**Question**

I computed the static polarisability of nine thiols, R–SH, at the CAM-B3LYP level, changing only the carrier R. I assumed it would scale with the number of valence electrons, and roughly it does, but some rows look off. The three molecules with 30 valence electrons spread over about 10 bohr³, and the two isomers of C₇H₈S disagree. Which rows really break the pattern, how large are the breaks, and what causes them? I tried blaming the gap, without much luck.

Thiols R–SH in the gas phase, one conformer each, computed with PySCF 2.14.0 and density fitting at CAM-B3LYP/def2-SVPD on PBE0-D3(BJ)/def2-SVP geometries. In the carrier SMILES, * marks the bond to S, the marked atom. Polarisabilities are static means with core orbitals frozen in the response; the principal values are those of the polarisability tensor, and the gap is HOMO–LUMO.

| carrier | formula | atoms on the carrying C | bond to the carrier (Å) | point group | sum of bond angles at the marked atom (°) | torsion about that bond, heaviest neighbours (°) | electrons | valence electrons | polarisability (bohr^3) | largest over smallest principal value | HOMO (eV) | gap (eV) |
| --- | --- | --- | --- | --- | --- | --- | --- | --- | --- | --- | --- | --- |
| *c1ccc(C)cc1 | C7H8S | C C | 1.766 | C1 | 97 | 0 | 66 | 42 | 104.5 | 2.25 | -7.38 | 7.98 |
| *c1ccccc1 | C6H6S | C C | 1.766 | Cs | 97 | 0 | 58 | 36 | 90.3 | 2.18 | -7.59 | 8.17 |
| *c1ccsc1 | C4H4S2 | C C | 1.769 | C1 | 97 | 60 | 60 | 32 | 84.2 | 1.97 | -7.96 | 8.32 |
| *CB(O)O | CH5BO2S | B H H | 1.830 | C1 | 96 | 59 | 48 | 30 | 56.3 | 1.30 | -7.96 | 8.05 |
| *CC(C)=O | C3H6OS | C H H | 1.822 | C1 | 96 | 61 | 48 | 30 | 61.1 | 1.30 | -8.51 | 8.64 |
| *CCC | C3H8S | C H H | 1.819 | C1 | 97 | 64 | 42 | 26 | 60.8 | 1.38 | -8.16 | 9.14 |
| *CCN=C | C3H7NS | C H H | 1.816 | C1 | 96 | 65 | 48 | 30 | 66.7 | 1.30 | -8.23 | 8.69 |
| *CC | C2H6S | C H H | 1.822 | C1 | 97 | 64 | 34 | 20 | 48.6 | 1.31 | -8.19 | 9.17 |
| *Cc1ccccc1 | C7H8S | C H H | 1.825 | C1 | 96 | 54 | 66 | 42 | 101.8 | 1.81 | -8.05 | 8.50 |

**Answer**

I will name the rows by carrier, from top to bottom: tolyl, phenyl, thienyl, boronic acid, ketone, propyl, imine, ethyl, benzyl. Below, $\alpha$ is the mean polarisability (a third of the trace of the tensor) and $N$ the number of valence electrons. The torsion is the angle of the S–H bond about the C–S bond, 0° meaning that it lies in the plane of a ring.

Second-order perturbation theory gives, in atomic units,

$$\alpha=\sum_n \frac{f_n}{E_n^{2}},\qquad f_n=\tfrac{2}{3}E_n|\mu_n|^2,$$

where $E_n$ is the excitation energy of state $n$, $\mu_n$ its transition dipole and $f_n$ its oscillator strength. The Thomas–Reiche–Kuhn sum rule says that the strengths add up to the number of responding electrons. The cores are frozen in your response calculation, so that number is about $N$, though only approximately in a finite basis. Replacing every $E_n$ by one mean energy $\Delta$ gives Unsöld's estimate, $\alpha=N/\Delta^2$. Your expectation amounts to assuming that $\Delta$ is the same in all nine molecules.

Fitted to the five carriers made of C and H only (ethyl, propyl, phenyl, tolyl, benzyl), this line has a slope of 2.452 bohr³ per electron, or $\Delta=17.4$ eV. The root-mean-square misfit on those rows is 1.8 bohr³, and the worst is propyl, 4.6 % below its fitted value. That scatter is far above the rounding of 0.05 bohr³, so it is real structure, and it sets the size that a break has to exceed. The residuals of every model, row by row, are in the output printed after this answer.

Take the boronic acid, which was not part of the fit. The line predicts $2.452\times30=73.6$ bohr³ and the table has 56.3, a shortfall of 17.3 bohr³ or 23.5 % of the prediction. Turned round, this molecule needs $\Delta=\sqrt{30/56.3}=0.730$ hartree, which at 27.2 eV per hartree is 19.9 eV. The ketone falls 16.9 % short of the same prediction and the imine 9.3 %, while thienyl lies 7.3 % above its own.

Those sizes depend on the baseline, and the line through the origin hides something. From ethyl to propyl, six more electrons add 12.2 bohr³, a slope of only 2.033. The line through these two rows reaches $48.6-20\times2.033=7.9$ bohr³ at $N=0$, an offset of the sign that the diffuse third-shell electrons of the SH group should give. All four ring compounds lie above this alkyl line, by 8.5 to 11.2 bohr³. The one-parameter fit works as well as it does because the offset weighs most in the small alkyl rows and the ring excess appears only in the large rows, so a steeper line through the origin passes near both groups.

The alkyl line rests on two points and has to be extrapolated, but it is the fairer comparison for carriers without a ring. At 30 electrons it gives $48.6+10\times2.033=68.9$ bohr³. The boronic acid is then 12.6 low, the ketone 7.8 low and the imine only 2.2 low. One CH₂ unit is worth anything from 11.5 to 14.2 bohr³ in your table, depending on where it goes, so a deviation of 2.2 is within the ordinary failure of additivity. Thienyl stands as far above the alkyl line as tolyl does, which puts it at the top of the range of the ring rows. That match may be a cancellation: the alkyl line contains one sulfur and thienyl has two, and if the second were worth the whole offset of 7.9, only $11.2-7.9=3.3$ would be left for the ring. Its S–H bond is also twisted by 60° where those of phenyl and tolyl are coplanar, so the row cannot be used to size the effect of the second sulfur. With the rings taken as a family of their own, the breaks that survive both baselines are the two oxygen-containing rows.

Your attempt with the gap fails for a reason that the numbers show directly. Setting $\Delta$ proportional to the HOMO–LUMO gap and fitting the same five rows raises the misfit from 1.8 to 6.3 bohr³. The boronic acid gets worse too: it has the second smallest gap, 8.05 eV, and the lowest polarisability per electron. Over all nine rows the correlation of $\alpha/N$ with the gap is $+0.02$, but that zero owes much to the oxygen rows. Among the hydrocarbon carriers $\alpha/N$ does tend to fall as the gap widens (2.508 for phenyl at 8.17 eV, 2.338 for propyl at 9.14 eV), only far more weakly than the inverse square of the gap. Part of the trouble is the gap itself. Every LUMO in these runs has a positive energy, between 0.09 and 0.98 eV, so it describes an unbound electron and can move with the diffuse functions of the basis. Nor is it the same kind of orbital throughout: in tolyl and phenyl it sits on ring carbons, while in ethyl its largest share is on sulfur.

The deeper trouble is that the frontier transition carries very little of the sum. For phenyl the same calculation gives strengths and transition dipoles, from which $E_n=3f_n/(2|\mu_n|^2)$ and each term $f_n/E_n^2$ follow. The lowest singlet, mainly HOMO to LUMO, lies near 5.0 eV, well below the orbital gap of 8.17 eV, and supplies 0.3 % of $\alpha$. The LUMO+1 lies just above the LUMO (0.6145 against 0.5782 eV), and the much stronger third singlet, mainly HOMO to LUMO+1, still supplies only 6.2 %. The seven lowest singlets together supply 19 %. The rest comes from higher states that were not resolved here, presumably in large part excitations of the $\sigma$ framework or above the ionisation threshold, which need not follow the frontier levels.

The same decomposition shows how a ring can gain. Those seven states hold a strength of 0.88 out of about 36, yet they give 16.8 bohr³; at the alkyl slope that much strength would give $0.88\times2.033=1.8$. A small share of the strength sitting at 5 to 7 eV counts heavily because of the $1/E_n^2$ weight. This is the standard account of the excess of $\pi$ systems, and its order of magnitude agrees with the 9.2 bohr³ by which phenyl exceeds the alkyl line. The comparison with the slope is generous, since the lowest states of any molecule give more than its average, and a fairer control would be the same decomposition for ethyl, which I have not made. Only phenyl has been worked out, so that an alkyl carrier has less strength at these energies is expected here, not shown. The decomposition also warns against reading 17.4 eV as a real excitation energy: the London formula $C_6=\tfrac34\alpha^2\Delta$, with the dispersion coefficient of the same run, gives 12.8 eV for phenyl, because it weights the soft part of the spectrum instead of counting every valence electron alike.

For the oxygen rows the argument runs the other way. Apply the sum rule to one electron with mean square radius $\langle r^2\rangle$: $\tfrac23\Delta\langle r^2\rangle=1$, so $\Delta=3/(2\langle r^2\rangle)$ and its contribution is $\tfrac49\langle r^2\rangle^2$, the Kirkwood form. Compact electrons have a high $\Delta$ and respond weakly. Slater's rules give the size as $n^2/Z_\mathrm{eff}$, with $n$ the shell and $Z_\mathrm{eff}$ the screened charge. For oxygen $Z_\mathrm{eff}=8-5\times0.35-2\times0.85=4.55$ and the size is $4/4.55=0.88$ bohr, against 1.03 for N, 1.23 for C and 1.65 for S. An electron moved from carbon to oxygen therefore still counts as one in $N$ but contributes less.

The three 30-electron rows follow this order. All have the same total nuclear charge, and each step gathers it into fewer atoms. From imine to ketone, N plus H becomes O and $\alpha$ drops by 5.6 bohr³. From ketone to boronic acid, two C and one H become B plus O and it drops by a further 4.8. The ketone also has four electrons more than propyl and is only 0.3 bohr³ higher, where the alkyl line asks for 8.1; with one conformer each, these two cannot be ranked. The order is in the table and the cause is standard chemistry, but the first step is not a clean experiment, since the imine is a gauche chain and the ketone is branched. The ketone and the boronic acid share a skeleton, which makes the second step the better comparison.

To see how much of the break this picture accounts for, I weighted each atom's valence electrons by $(n^2/Z_\mathrm{eff})^p$ and fitted the prefactor and $p$ to all nine rows, with and without a constant added per ring. Plain counting fitted to all nine leaves 7.2 bohr³. The ring term alone brings that to 4.0, the size weights alone to 4.5, and the two together to 2.7, so each term helps, but their gains overlap and do not simply add. That is three parameters on nine rows, which limits what the agreement proves. With these sizes the Kirkwood exponent $p=4$ does worse than no weighting at all (9.1 without the ring term), but that result depends on the measure of size. The quantity $n^2/Z_\mathrm{eff}$ is the radius of peak density, while the Kirkwood form needs $\langle r^2\rangle$, which for a Slater orbital exceeds the square of that radius by $(n+1)(n+\tfrac12)/n^2$: 3 for hydrogen, $15/8$ for the second shell, $14/9$ for sulfur. A high power of the peak radius therefore underrates hydrogen and overrates sulfur, and the failure says nothing about how bonding changes atomic size. The fitted $p$, between 1 and 2, trades against the prefactor and should not be interpreted.

The boronic acid remains the worst row in each model, even where it is inside the fit. In the combined model it is 5.2 bohr³ below its fitted value while propyl is 2.9 above, so $5.2+2.9=8.1$ of the original 12.6 is unexplained, and the neutral-atom weights recover about a third of the break. For the ketone the share is similar. Counted per oxygen the two rows are alike: $12.6/2=6.3$ for the boronic acid, which has two, against 7.8 for the ketone, which has one. The table therefore asks for no special cause at boron; the fitted weights simply charge too little for each oxygen. My guess is that polar bonds draw density from the neighbouring atom, boron or carbonyl carbon, into the compact oxygen shell, which neutral-atom weights miss. I have not tested this against atomic charges. For the imine, a plausible but equally untested reading is that the loss at nitrogen and the gain from the C=N $\pi$ bond nearly cancel.

Tolyl and benzyl are the break that no formula-based count can see, since they share C₇H₈S. Tolyl is higher by 2.7 bohr³ in the table, or 2.8 from the principal values of the tensors. It is small next to the oxygen deficits, yet it is what remains of much larger changes. Going from benzyl to tolyl, the largest principal value rises by 16.3, and the two others fall by 6.9 and 1.0. The ratio of largest to smallest value is accordingly 2.25 against 1.81.

Classical coupling of induced dipoles explains why the mean moves so much less than its components. Take two isotropic units of polarisability $a$ at distance $R$ and let $x=a/R^3$. End to end their induced dipoles reinforce, $\alpha_\parallel=2a/(1-2x)$; side by side they oppose, $\alpha_\perp=2a/(1+x)$. In the average $(\alpha_\parallel+2\alpha_\perp)/3$ the terms linear in $x$ cancel and $2a(1+2x^2+\dots)$ is left. Rearranging a molecule shifts response between axes at first order and, for such isotropic units, alters the mean at second order. This helps near-additivity to hold. For two units the second-order gain depends only on their distance. With three or more, products of successive couplings enter as $3\cos^2\theta-1$, where $\theta$ is the angle between successive links, and these favour a straight row, so an elongated isomer can come out slightly ahead. A gain mainly along the long axis needs no $\pi$ system: extending ethyl to the anti conformer of propyl adds 16.8 to the largest principal value and about 10 to each of the others.

Conjugation points the same way. With the S–H bond in the ring plane, the sulfur p lone pair is parallel to the $\pi$ orbitals, and the runs show the mixing: sulfur holds 0.37 of the HOMO in tolyl and 0.41 in phenyl, against 0.76 in ethyl. A CH₂ spacer interrupts that overlap in benzyl, whose HOMO is deeper, −8.05 against −7.38 eV. The short C–S bond of 1.766 Å is weak evidence here, because twisted thienyl has 1.769 Å, and attachment to an sp² carbon shortens the bond anyway. In tolyl about half of the gain along the long axis is paid back on the other two axes, which fits a mixture of both causes without measuring either.

For a neighbouring thiol with one aromatic ring and no oxygen or nitrogen, a first estimate at this level of theory is the alkyl line plus roughly 10 bohr³; the four ring rows here lie 8.5 to 11.2 above that line. The deficits of the ketone, the boronic acid and the imine come from one molecule each, so they give a direction and not increments to carry over. A carrier with still more electronegative atoms should fall further below the line, whatever its gap. All these values come from one functional, a modest diffuse basis and rigid single conformers, so they are properties of this calculation until checked with a larger basis. What the nine rows leave open is how the tolyl excess divides between shape and conjugation. Rotating the S–H bond of tolyl to 90° would turn the p lone pair out of overlap with the ring while leaving the heavy atoms almost where they are: how much of the 2.7 bohr³ survives?

Output of the analysis:

```
alpha and residuals in bohr^3; rounding of the table +-0.05
A count, 5 hydrocarbon carriers: 2.452 per valence electron, mean energy 17.4 eV
S ethyl-propyl line: slope 2.033 per valence electron
B N/gap^2, same 5 rows as A: prefactor 170.3 bohr^3 eV^2
Slater size n^2/Zeff (bohr): H 1.00, S 1.65, B 1.54, C 1.23, N 1.03, O 0.88
C Slater weights, all 9: p 1.55, prefactor 1.647
D = C + ring term, all 9: p 1.15, prefactor 1.706, ring 9.4
row       N alpha/N  gap  resA   (%)   resS   resB   resC   resD  (* not fitted in A, B)
ethyl     20 2.430  9.17  -0.4  -0.9   +0.0   +8.1   -1.0   +2.8
propyl    26 2.338  9.14  -3.0  -4.6   +0.0   +7.8   -1.1   +2.9
boronic*  30 1.877  8.05 -17.3 -23.5  -12.6  -22.5   -8.3   -5.2
ketone*   30 2.037  8.64 -12.5 -16.9   -7.8   -7.3   -5.6   -2.2
imine*    30 2.223  8.69  -6.9  -9.3   -2.2   -1.0   -2.2   +1.8
thienyl*  32 2.631  8.32  +5.7  +7.3  +11.2   +5.5   -1.7   -3.1
phenyl    36 2.508  8.17  +2.0  +2.3   +9.2   -1.5   +4.4   +0.5
tolyl     42 2.488  7.98  +1.5  +1.5  +11.2   -7.8   +6.2   +2.6
benzyl    42 2.424  8.50  -1.2  -1.2   +8.5   +2.8   +3.5   -0.1
rms on 5 fitted rows: A 1.8, B 6.3; on all 9: A 7.8, B 9.4
rms fitted to all 9: count 7.2, count+ring 4.0, C 4.5, D 2.7
rms with p = 4: no ring 9.1, with ring 8.3
worst rows: A boronic, B boronic, C boronic, D boronic
correlation of alpha/N with gap +0.02, with HOMO +0.47
30 electrons: imine-ketone 5.6, ketone-boronic 4.8, imine-boronic 10.4
ketone-propyl +0.3 for 4 more electrons (A expects +9.8, S +8.1)
phenyl-thienyl +6.1 for 4 more electrons
propyl-ethyl: table +12.2; principal +9.9 +10.0 +16.8, mean +12.22
benzyl-phenyl: table +11.5; principal +16.3 +9.6 +8.4, mean +11.45
tolyl-phenyl: table +14.2; principal +9.4 +8.6 +24.7, mean +14.24
tolyl-benzyl: table +2.7; principal -6.9 -1.0 +16.3, mean +2.80
phenyl state energies (eV): 5.01 5.15 5.46 5.97 6.48 6.64 6.67
their parts of alpha: 0.31 0.06 5.56 0.36 3.26 0.21 7.06
sum 16.8 = 19 %; state 1 0.3 %, state 3 6.2 %; sum of f 0.88
phenyl London energy 4 C6/(3 alpha^2): 12.8 eV
```
